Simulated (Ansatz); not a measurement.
AlN: a run of Ansatz with trial settings.

```yaml
crystal:
  lattice:
    - [0.0, 2.034518, 2.034518]
    - [2.034518, 0.0, 2.034518]
    - [2.034518, 2.034518, 0.0]
  atoms:
    - { symbol: Al, position: [0.5, 0.5, 0.5] }
    - { symbol: "N", position: [-0.1228792274, 0.1228792274, 0.1228792274] }
basis:
  ecutwfc: "47 Ry"
kpoints:
  mp_grid: { grid: [6, 6, 6] }
hamiltonian:
  xc: pbe
scf:
  occupations: { method: gaussian, width: 0.1 }
output:
  forces: true
  stress: true
  eigenvalues: true
```

Command:

```bash
ansatz run input.yaml --threads 1 --pin off --max-ram 1331MiB --backend cpu --events-out ev --progress --plain --runs-dir out
```

Output, shortened (HF is the Harris–Foulkes energy, dr2 the density residual in eV):

```text
Pseudopotential: Al, paw, valence charge 3, recommended cutoff 420 eV (normal)
Pseudopotential: N, paw, valence charge 5, recommended cutoff 420 eV (normal)
Crystal: 2 atoms, lattice volume = 16.843 Å³
Basis set: ecut = 639.4675 eV, 609 PW (Γ), exchange–correlation on 48×48×48 points (8 copies of the dense FFT grid, shifted against one another)
Bands: 8, of which v1, the nominal top of the filled ones, is band 4 counted from 1 (3 counted from 0)
Symmetry: 8 space group operations
Space group: I4mm (ITA 107), of the structure as read, at distance tolerance 2.6e-5 Å
k-points: 30 of 216 (time reversal used)
Initial density: superposition of atomic densities, corrected by the library's trained network
SCF iter   1: HF=-922.078145 eV  Δρ=3.95e-3  dr2=1.17e-3
SCF iter   2: HF=-922.078633 eV  Δρ=1.94e-3  dr2=2.63e-4
SCF iter   3: HF=-922.078808 eV  Δρ=7.35e-4  dr2=7.15e-5
SCF iter   4: HF=-922.078782 eV  Δρ=6.88e-5  dr2=2.87e-7
SCF iter   5: F=-922.078782 eV  HF=-922.078782 eV  Δρ=2.49e-5  dr2=3.47e-8
SCF iter   6: F=-922.078782 eV  HF=-922.078782 eV  Δρ=1.85e-6  dr2=2.12e-10
SCF 1 converged in 6 iterations: F = -922.078782 eV  dr2 = 2.12e-10
SCF converged after 6 iterations
Free energy (F): -922.078782 eV
E sigma→0 (E₀):  -922.078782 eV
Fermi energy:    12.637491 eV
--- Forces (eV/Å), atoms counted from 1 ---
  atom   1  Al    11.99594885     0.00000000    -0.00000000
  atom   2  N    -11.99592788     0.00000000     0.00000000
--- Stress (GPa, compression-positive) ---
      170.981202       0.000000       0.000000
        0.000000      -6.523650       0.000000
       -0.000000       0.000000      -6.523650
  P = ⅓ Tr σ = 52.6446 GPa (526.446 kbar)
```

These settings were drawn at random to show what each does; none of the numbers is a converged property of the crystal.